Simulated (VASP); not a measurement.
The system is C.

```xyz
2
Lattice="0.0000 1.7834 1.7834 1.7834 0.0000 1.7834 1.7834 1.7834 0.0000" Properties=species:S:1:pos:R:3 pbc="T T T"
C     2.6751    2.6751    2.6751
C     1.7834    1.7834    1.7834
```

This isn't the form of C at room conditions, which is graphite.

Base run:

| Item | Value |
| --- | --- |
| Program | VASP 6.6.1 |
| Functional | TB-mBJ |
| Potentials or basis | VASP PAW PBE potentials, release 64 (C) |
| Cutoff | 520 eV |
| k mesh | 13 × 13 × 13 |
| Occupations | fermi-dirac, width 0.05 eV |
| Spin | no spin polarisation |

Its results: band gap on the k mesh 4.96 eV, indirect (least direct gap 6.62 eV).

Question: The run is repeated on the same cell with these changes: functional from TB-mBJ to r2SCAN. What comes out?

Answer: Band gap on the k mesh 4.34 eV, indirect (least direct gap 5.84 eV).

Not every run made on this cell is shown here.
